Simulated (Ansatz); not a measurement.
System: L1₀ (CuAu-type) CoPt. Method: PBEsol (Ansatz, an electronic-structure program, PAW).

Settings: plane-wave cutoff 520 eV, 20×20×16 k mesh (along the axes of the cell as run), Fermi–Dirac smearing 0.05 eV, spin-polarised with parallel moments, scalar-relativistic PAW data made under PBE.

Properties against volume:

Shape and atoms are relaxed at each volume.

```tsv
V (Å³/atom)	P (GPa)	moment (μB per cell of 2 atoms)	c (Å)	a (Å)
12.430	11.29	2.15	3.604	2.626
12.689	5.30	2.18	3.635	2.642
12.948	-0.01	2.22	3.665	2.658
13.206	-4.71	2.25	3.695	2.674
13.465	-8.89	2.28	3.723	2.689
```

Note: the bulk modulus comes from volumes at which shape and atoms were relaxed.
